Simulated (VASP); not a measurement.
# SnS2 in VASP: settings compared

Aim: see how the results for SnS2 move with the level of theory and the settings. Levels: PBE, HSE06. Tasks: work function.

Program: VASP 6.6.1. These are calculated values, not measurements. Logs are shortened: lines on timing, memory, paths and dates and some standing lists are left out, and cuts for length are marked.

## Step 1: The sheet as given

The cell holds a sheet with vacuum, 3 atoms: a = 3.659 Å, b = 3.659 Å, c = 18.960 Å, α = 90.00°, β = 90.00°, γ = 120.00°.

The cell was built by a generator and needn't be a form met in nature.

## Step 2: Work function, PBE

File INCAR:

```
SYSTEM = SnS2
ALGO = Normal
DIPOL = 0.5 0.5 0.500
EDIFF = 1E-6
ENCUT = 520
GGA = PE
IDIPOL = 3
ISIF = 2
ISMEAR = 0
KPAR = 4
LASPH = .True.
LCHARG = .True.
LDIPOL = .True.
LREAL = .False.
LVACPOTAV = .True.
LVHAR = .True.
LWAVE = .False.
NELM = 80
PREC = Accurate
SIGMA = 0.03
```

File KPOINTS:

```
k-points
0
Gamma
  12 12 1
  0 0 0
```

File POSCAR:

```
SnS2                                    
1.0
    3.6592039281     -0.0000000000      0.0000000000
   -1.8296019641      3.1689635634      0.0000000000
    0.0000000000      0.0000000000     18.9600000000
  S               Sn            
     2     1
Direct
     0.3333330000000032    0.6666669999999968    0.4217867035438203
     0.6666669999999968    0.3333330000000032    0.5782132964561798
     0.0000000000000000    0.0000000000000000    0.5000000000000000
```

Potentials or basis: VASP PAW PBE potentials, release 64 (S, Sn_d).

Launch:

```sh
$ cat potpaw_PBE.64/S/POTCAR potpaw_PBE.64/Sn_d/POTCAR > POTCAR
$ mpirun -np 4 vasp_std > vasp.out
```

OUTCAR:

```text
SYSTEM = SnS2
   EDIFF = 1E-6
   ENCUT = 520
   GGA = PE
   ISIF = 2
   ISMEAR = 0
   LASPH = .True.
   LREAL = .False.
   NELM = 80
   PREC = Accurate

 ion  position               nearest neighbor table
   1  0.333  0.667  0.422-   3 2.58   3 2.58   3 2.58
   2  0.667  0.333  0.578-   3 2.58   3 2.58   3 2.58
   3  0.000  0.000  0.500-   1 2.58   2 2.58   2 2.58   1 2.58   2 2.58   1 2.58

  LATTYP: Found a hexagonal cell.
 ALAT       =     3.6592039281
 C/A-ratio  =     5.1814548663

  Lattice vectors:

 A1 = (   3.6592039281,   0.0000000000,   0.0000000000)
 A2 = (  -1.8296019641,   3.1689635634,   0.0000000000)
 A3 = (   0.0000000000,   0.0000000000,  18.9600000000)

Analysis of symmetry for initial positions (statically):
=====================================================================
 Subroutine PRICEL returns:
 Original cell was already a primitive cell.

 Routine SETGRP: Setting up the symmetry group for a
 hexagonal supercell.

 Subroutine GETGRP returns: Found 12 space group operations
 (whereof 12 operations were pure point group operations)
 out of a pool of 24 trial point group operations.

The static configuration has the point symmetry D_3d.

Analysis of symmetry for dynamics (positions and initial velocities):
=====================================================================
 Subroutine PRICEL returns:
 Original cell was already a primitive cell.

 Routine SETGRP: Setting up the symmetry group for a
 hexagonal supercell.

 Subroutine GETGRP returns: Found 12 space group operations
 (whereof 12 operations were pure point group operations)
 out of a pool of 24 trial point group operations.

The dynamic configuration has the point symmetry D_3d.

 Subroutine INISYM returns: Found 12 space group operations
 (whereof 12 operations are pure point group operations),
 and found     1 'primitive' translations

----------------------------------------------------------------------------------------

                                     Primitive cell

  volume of cell :     219.8580

  direct lattice vectors                    reciprocal lattice vectors
     3.659203928  0.000000000  0.000000000     0.273283485  0.157780293  0.000000000
    -1.829601964  3.168963563  0.000000000     0.000000000  0.315560586  0.000000000
     0.000000000  0.000000000 18.960000000     0.000000000  0.000000000  0.052742616

  length of vectors
     3.659203928  3.659203932 18.960000000     0.315560587  0.315560586  0.052742616

[... 83 lines left out ...]
   ISYM   =      2    0-nonsym 1-usesym 2-fastsym
   POTIM  = 0.5000    time-step for ionic-motion
   TEBEG  =    0.0;   TEEND  =   0.0 temperature during run
   PSTRESS=    0.0 pullay stress
   NELECT =      26.0000    total number of electrons
   NUPDOWN=      -1.0000    fix difference up-down
   EMIN   =  10.00;   EMAX   =-10.00  energy-range for DOS
   EFERMI =   0.00;   METHOD = LEGACY
   ISMEAR =     0;   SIGMA  =   0.03  broadening in eV -4-tet -1-fermi 0-gaus
   EFERMI_NEDOS =   21; number of points for ismear=-14 and -15
   IALGO  =     38    algorithm
   IMIX   =      4    mixing-type and parameters
     AMIX     =   0.40;   BMIX     =  1.00
     AMIX_MAG =   1.60;   BMIX_MAG =  1.00
  volume/ion in A,a.u.               =      73.29       494.56
  Fermi-wavevector in a.u.,A,eV,Ry     =   0.803560  1.518509  8.785410  0.645709
  Thomas-Fermi vector in A             =   1.911451
   LORBIT       =      0    0 simple, 1 ext, 2 COOP (PROOUT), +10 PAW based schemes
   GGA     = PE    functional components
   LHFCALC =     F    Hartree Fock is set to
   AEXX    =    0.0000 exact exchange contribution
   IVDW    =     0    specifies the selected vdW correction
   LEPSILON=     F    determine dielectric tensor
   LRPA    =     F    only Hartree local field effects (RPA)
 non-spin polarized calculation
 Gauss-broadening in eV      SIGMA  =   0.03
  energy-cutoff  :      520.00
  volume of cell :      219.86
 maximum number of plane-waves:      5949
 NGX is ok and might be reduce to    28
   NGX = 13   NGY = 13   NGZ = 71

 dipolmoment           0.000000      0.000000     -0.000000 electrons x Angstroem

 number of electron      26.0000009 magnetization

 dipolmoment           0.000000      0.000000      0.000000 electrons x Angstroem

 Free energy of the ion-electron system (eV)
  ---------------------------------------------------
  ext. energy  EPLUGINS =         0.00000000
  ---------------------------------------------------
  free energy    TOTEN  =       -13.20489027 eV

  energy without entropy =      -13.20489027  energy(sigma->0) =      -13.20489027

 E-fermi :  -3.1100     XC(G=0):  -3.5718

 val. band max:       -3.2669138306   @ k =   0.1667   0.0000   0.0000
 cond. band min:      -1.6854661928   @ k =   0.5000   0.0000   0.0000
 fundamental gap:      1.5814476378
 Fermi energy:        -3.1100196040

 k-point     1 :       0.0000    0.0000    0.0000
  band No.  band energies     occupation
      1     -24.0384      2.00000
      2     -24.0384      2.00000
      3     -23.9957      2.00000
      4     -23.9707      2.00000
      5     -23.9707      2.00000
      6     -16.6976      2.00000
[... 357 lines left out ...]
      4     -23.9715      2.00000
      5     -23.9461      2.00000
      6     -14.3514      2.00000
[... 9 lines left out ...]
     16       2.8770      0.00000
     17       4.3157      0.00000

------------------------ aborting loop because EDIFF is reached ----------------------------------------

  FORCE on cell =-STRESS in cart. coord.  units (eV):
  Direction    XX          YY          ZZ          XY          YZ          ZX
  --------------------------------------------------------------------------------------
  -------------------------------------------------------------------------------------
  Total        0.8304303      0.8304303      0.2771991     -0.0000000      0.0000000     -0.0000000
  in kB        6.0516187      6.0516187      2.0200414     -0.0000000      0.0000000     -0.0000000
  external PRESSURE =       4.7077596 kB  Pullay stress =       0.0000000 kB

 VOLUME and BASIS-vectors are now :
 -----------------------------------------------------------------------------
  energy-cutoff  :      520.00
  volume of cell :      219.86
      direct lattice vectors                 reciprocal lattice vectors
     3.659203928  0.000000000  0.000000000     0.273283485  0.157780293  0.000000000
    -1.829601964  3.168963563  0.000000000     0.000000000  0.315560586  0.000000000
     0.000000000  0.000000000 18.960000000     0.000000000  0.000000000  0.052742616

 POSITION                                       TOTAL-FORCE (eV/Angst)
 -----------------------------------------------------------------------------------
     -0.00000      2.11264      7.99708         0.000000     -0.000000     -0.101014
      1.82960      1.05632     10.96292        -0.000000      0.000000      0.101014
      0.00000      0.00000      9.48000        -0.000000      0.000000      0.000000
 -----------------------------------------------------------------------------------
    total drift:                               -0.000000      0.000000      0.000000

  FREE ENERGIE OF THE ION-ELECTRON SYSTEM (eV)
  ---------------------------------------------------
  free  energy   TOTEN  =       -13.2048902703 eV

  energy  without entropy=      -13.2048902703  energy(sigma->0) =      -13.20489027

 vacuum level on the upper side and lower side of the slab         3.480         3.480
```

stdout:

```text
POSCAR found type information on POSCAR S Sn
 POSCAR found :  2 types and       3 ions
 scaLAPACK will be used
 LDA part: xc-table for (Slater+PW92), standard interpolation
 POSCAR, INCAR and KPOINTS ok, starting setup
 FFT: planning ... GRIDC
 FFT: planning ... GRID_SOFT
 FFT: planning ... GRID
 WAVECAR not read
 entering main loop
 -----------------------------------------------------------------------------
|                                                                             |
|           W    W    AA    RRRRR   N    N  II  N    N   GGGG   !!!           |
|           W    W   A  A   R    R  NN   N  II  NN   N  G    G  !!!           |
|           W    W  A    A  R    R  N N  N  II  N N  N  G       !!!           |
|           W WW W  AAAAAA  RRRRR   N  N N  II  N  N N  G  GGG   !            |
|           WW  WW  A    A  R   R   N   NN  II  N   NN  G    G                |
|           W    W  A    A  R    R  N    N  II  N    N   GGGG   !!!           |
|                                                                             |
|     Did not find any points to average over, which means that no vacuum     |
|     field-free region was found. Please increase the size of  your cell     |
|     in the dimension of the dipole correction to obtain accurate            |
|     workfunction values.                                                    |
|                                                                             |
 -----------------------------------------------------------------------------
```

Run time: 29 s. Hardware: 4 MPI ranks of Intel Xeon Platinum 8488C (Sapphire Rapids), shared host; peak memory 0.36 GiB.

Results:

* Free energy: -13.2049 eV
* Largest force: 0.101 eV/Å
* Band gap on the k mesh: 1.58 eV, indirect (least direct gap 1.84 eV)
* Ionisation potential of the upper face: 6.75 eV

Forces on the atoms (eV/Å):
```
S    0.000  0.000 -0.101
S    0.000  0.000  0.101
Sn   0.000  0.000  0.000
```

Levels at points of the mesh, in eV from the valence-band top:
```csv
k point,band 10,band 11,band 12,band 13,band 14,band 15,band 16,band 17
"(0.00, 0.00, 0.00)",-0.46,-0.46,-0.08,-0.08,2.48,3.88,5.49,5.49
"(0.50, 0.00, 0.00)",-2.21,-2.05,-0.52,-0.26,1.58,4.80,6.32,6.36
```

Caveat: spin-orbit coupling is left out, which moves the levels of the heavy elements.

## Step 3: Work function, PBE, non-collinear spin, zero start, spin-orbit coupling

INCAR, as its differences from that of step 2:

```diff
@@ -6,2 +6,3 @@
 GGA = PE
+GGA_COMPAT = .False.
 IDIPOL = 3
@@ -13,3 +14,5 @@
 LDIPOL = .True.
+LORBIT = 11
 LREAL = .False.
+LSORBIT = .True.
 LVACPOTAV = .True.
@@ -17,2 +20,3 @@
 LWAVE = .False.
+MAGMOM = 0 0 0 0 0 0 0 0 0
 NELM = 80
```

KPOINTS is that of step 2.

POSCAR is that of step 2.

Potentials or basis: VASP PAW PBE potentials, release 64 (S, Sn_d).

Launch:

```sh
$ cat potpaw_PBE.64/S/POTCAR potpaw_PBE.64/Sn_d/POTCAR > POTCAR
$ mpirun -np 4 vasp_ncl > vasp.out
```

OUTCAR:

```text
SYSTEM = SnS2
   EDIFF = 1E-6
   ENCUT = 520
   GGA = PE
   ISIF = 2
   ISMEAR = 0
   LASPH = .True.
   LORBIT = 11
   LREAL = .False.
   LSORBIT = .True.
   NELM = 80
   PREC = Accurate

 ion  position               nearest neighbor table
   1  0.333  0.667  0.422-   3 2.58   3 2.58   3 2.58
   2  0.667  0.333  0.578-   3 2.58   3 2.58   3 2.58
   3  0.000  0.000  0.500-   1 2.58   2 2.58   2 2.58   1 2.58   2 2.58   1 2.58

  LATTYP: Found a hexagonal cell.
 ALAT       =     3.6592039281
 C/A-ratio  =     5.1814548663

  Lattice vectors:
[... 994 lines left out ...]
 l=   3
     0.0000000     0.0000000     0.0000000     0.0000000     0.0000000     0.0000000     0.0000000
     0.0000000     0.0000000     0.0000000     0.0000000     0.0000000     0.0000000     0.0000000
     0.0000000     0.0000000     0.0000000     0.0000000     0.0000000     0.0000000     0.0000000
     0.0000000     0.0000000     0.0000000     0.0000000     0.0000000     0.0000000     0.0000000
     0.0000000     0.0000000     0.0000000     0.0000000     0.0000000     0.0000000     0.0000000
     0.0000000     0.0000000     0.0000000     0.0000000     0.0000000     0.0000000     0.0000000
     0.0000000     0.0000000     0.0000000     0.0000000     0.0000000     0.0000000     0.0000000

 total charge

# of ion       s       p       d       tot
------------------------------------------
    1        1.364   2.336   0.000   3.700
    2        1.364   2.336   0.000   3.700
    3        1.017   1.032  10.141  12.191
--------------------------------------------------
tot          3.745   5.704  10.141  19.590

 magnetization (x)

# of ion       s       p       d       tot
------------------------------------------
    1        0.000   0.000   0.000   0.000
    2        0.000   0.000   0.000   0.000
    3        0.000  -0.000  -0.000  -0.000
--------------------------------------------------
tot          0.000   0.000  -0.000   0.000

 magnetization (y)

# of ion       s       p       d       tot
------------------------------------------
    1        0.000   0.000   0.000   0.000
    2        0.000   0.000   0.000   0.000
    3       -0.000  -0.000   0.000  -0.000
--------------------------------------------------
tot          0.000   0.000   0.000   0.000

 magnetization (z)

# of ion       s       p       d       tot
------------------------------------------
    1        0.000   0.000   0.000   0.000
    2        0.000   0.000   0.000   0.000
    3       -0.000   0.000  -0.000  -0.000
--------------------------------------------------
tot         -0.000   0.000  -0.000  -0.000
```

Wall time 3.9 min (4 MPI ranks of Intel Xeon Platinum 8488C (Sapphire Rapids), shared host); peak memory 0.92 GiB.

Results:

| Quantity | Value |
| --- | --- |
| Free energy | -13.2496 eV |
| Largest force | 0.099 eV/Å |
| Net moment | 0.00 μB per cell |
| Valence electrons inside the program's atomic spheres | S 3.70; Sn 12.19 |
| Work function of the upper face | 6.60 eV |
| Work function of the lower face | 6.60 eV |

Forces in eV/Å, atoms in the order of the input:
```
S    0.000  0.000 -0.099
S    0.000  0.000  0.099
Sn   0.000  0.000  0.000
```

Moments on the atoms (μB; x, y, z):
```
S   0.00 0.00 0.00
S   0.00 0.00 0.00
Sn  0.00 0.00 0.00
```

(Part 1 of 2 ends here.)
